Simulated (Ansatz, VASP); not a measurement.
# One calculation of GaN, two programs

```
CELL_PARAMETERS angstrom
3.21837 0.00000 0.00000
-1.60919 2.78719 0.00000
0.00000 0.00000 5.24317
ATOMIC_POSITIONS crystal
Ga 0.66667 0.33333 0.49913
Ga 0.33333 0.66667 0.99913
N 0.66667 0.33333 0.87587
N 0.33333 0.66667 0.37587
```

Alike in both runs: functional PBE; k mesh 12 × 12 × 6; occupations gaussian, width 0.02 eV; no spin polarisation.

Ansatz relaxed the structure, and its values are those at the end. VASP's run is a single point on that final structure, the one shown.

```csv
,VASP,Ansatz
version,VASP 6.6.1,Ansatz 0.2.0
potentials or method,"VASP PAW PBE potentials, release 64 (Ga_d, N)","scalar-relativistic, plane waves, PAW"
plane-wave cutoff (eV),520,420
valence electrons in the cell,36,36
```

VASP gave:

* gap on the k mesh at the Fermi level (eV): 1.72
* least direct gap on the mesh (eV): 1.72
* pressure (GPa): 0.1

Estimate Ansatz's values.

gap on the k mesh at the Fermi level (eV): 1.71; least direct gap on the mesh (eV): 1.71; pressure (GPa): 0.0.
